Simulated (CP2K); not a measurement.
Crystal: TaN.

```
Ta N
1.0
     5.51034    0.00000    0.00000
    -2.53023    4.31421    0.00000
    -0.66359    0.46453    2.79611
Ta N
3 3
Direct
  0.33419 0.66670 0.49934
  0.66628 0.33385 0.50213
  0.99708 0.99648 0.99916
  0.39061 0.99966 0.99680
  0.60955 0.60773 0.99838
  0.00229 0.39559 0.00419
```

Program: CP2K 2026.2. Alike in all runs: potentials or basis POTENTIAL_UZH Ta GTH-PBE-q13, N GTH-PBE-q5; DZVP-MOLOPT-PBE-GTH basis; no spin polarisation; cell as given; k mesh 6 × 6 × 9; smearing fermi-dirac 0.05 eV.

Task: Order these runs on this cell by their pressure, lowest first.
A. level LDA; points a segment of the path (NPOINTS) 8; bands added on the path 6
B. level PBEsol; points a segment of the path (NPOINTS) 8; bands added on the path 6
C. level BLYP
D. level TPSS; points a segment of the path (NPOINTS) 8; bands added on the path 6

Result: A (22.0 GPa), B (25.1 GPa), D (32.3 GPa), C (42.5 GPa).

Caveats: the potentials were made for another functional, which shifts forces and pressure; the basis of atomic orbitals isn't converged, which shifts pressures, moduli and gaps; a pressure of tens of GPa on the cell as given is suspect, and the run, the potentials or the cell itself is likely at fault (some runs).

Runs at the PBE level aren't shown here.
